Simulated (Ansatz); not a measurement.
# Ga (Ga, beta-Ga): the cost of one run

Method: DFT BLYP, plane waves (420 eV) with PAW, scalar-relativistic; PAW files made under PBE, frozen cores solved again for the functional, in Ansatz 0.2.0.

## (1) The structure to begin with

It takes space group C2/c (No. 15, monoclinic). Conventional cell: a = 2.766 Å, b = 8.053 Å, c = 3.332 Å, α = 90.00°, β = 92.02°, γ = 90.00°. Ga (site symmetry 2) is surrounded by 8 Ga at 2.69 to 2.92 Å.

As a file:

```
Ga
1.0
     1.38300   -4.02650    0.00000
     1.38300    4.02650    0.00000
    -0.11745    0.00000    3.32993
Ga
2
Cartesian
  1.3536 -2.9716 0.8325
  1.2949 2.9716 2.4974
```

## (2) Geometry optimisation

File input.yaml:

```yaml
crystal:
  lattice:
    - [1.383, -4.0265, 0.0]
    - [1.383, 4.0265, 0.0]
    - [-0.11745, 0.0, 3.32993]
  atoms:
    - { symbol: Ga, position: [0.869, 0.131, 0.25] }
    - { symbol: Ga, position: [0.131, 0.869, 0.75] }
hamiltonian:
  xc: blyp
  pseudopotentials:
    kind: paw
    azcp:
      Ga: "pseudopotentials/Ga.paw.azcp"
basis:
  ecutwfc: 420
  fft_grid_basis: typed
kpoints:
  mp_grid: { grid: [12, 12, 10], shift: [0, 0, 0] }
magnetization:
  spin_polarized: false
scf:
  occupations: { method: fermi_dirac, width: 0.1 }
relax:
  max_steps: 60
  f_tol: 0.01
  cell: {}
```

What time and memory should one allow on 2 threads of an Arm CPU, shared host?

About 67 s, with a peak of 0.53 GiB.
